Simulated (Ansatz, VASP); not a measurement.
# Zr: VASP beside Ansatz

The input INCAR:

```
PREC = Accurate
ENCUT = 520
EDIFF = 1E-6
ISMEAR = -1
SIGMA = 0.05
LREAL = False
LASPH = True
NELM = 60
ALGO = Normal
ISIF = 2
LWAVE = False
LCHARG = True
GGA = PE
IVDW = 13
LELF = True
LVHAR = True
NBANDS = 19
```

Contents of KPOINTS:

```
Automatic mesh
0
Gamma
  8 8 5
```

Contents of POSCAR:

```
Zr
1.0
    3.0971737956      0.0000000000      0.0000000000
   -1.5485868978      2.6822310863      0.0000000000
    0.0000000000      0.0000000000      4.9322876009
Zr
2
Direct
    0.3333333333      0.6666666667      0.2500000000
    0.6666666667      0.3333333333      0.7500000000
```

Input for Ansatz:

```yaml
crystal:
  lattice:
    - [3.097173795605384, 0.0, 0.0]
    - [-1.548586897802692, 2.682231086279918, 0.0]
    - [0.0, 0.0, 4.93228760086043]
  atoms:
    - { symbol: Zr, position: [0.3333333333333333, 0.6666666666666666, 0.25] }
    - { symbol: Zr, position: [0.6666666666666666, 0.3333333333333333, 0.75] }
kpoints:
  mp_grid:
    grid: [8, 8, 5]
hamiltonian:
  xc: pbe
  dispersion: d4
  pseudopotentials:
    kind: nc
scf:
  convergence:
    dr2_threshold: 1.0e-07
  mixing:
    algorithm: anderson
    beta: 0.6
    ndim: 8
  occupations:
    method: fermi_dirac
    width: 0.05
output:
  stress: true
```

Alike in both runs: task single point; functional PBE; dispersion D4; k mesh 8 × 8 × 5; occupations fermi-dirac, width 0.05 eV; no spin polarisation.

|  | VASP | Ansatz |
| --- | --- | --- |
| version | VASP 6.6.1 | Ansatz 0.2.0 |
| potentials or method | VASP PAW PBE potentials, release 64 (Zr_sv) | plane waves, norm-conserving potentials |
| plane-wave cutoff (eV) | 520 | 898 |
| valence electrons in the cell | 24 | 24 |

Ansatz gave:

| Quantity | Value |
| --- | --- |
| pressure (GPa) | 13.8 |
| largest component of the traceless stress (GPa) | 1.85 |
| dispersion energy (meV/atom) | -232.5 |

Q: What did VASP give for the same quantities?

A: Pressure (GPa): 13.8; largest component of the traceless stress (GPa): 1.85; dispersion energy (meV/atom): -232.4.

Ansatz warned: «stress_scf_threshold_loose».

Caveats: pairwise dispersion overbinds metals, which lowers pressure and volume.
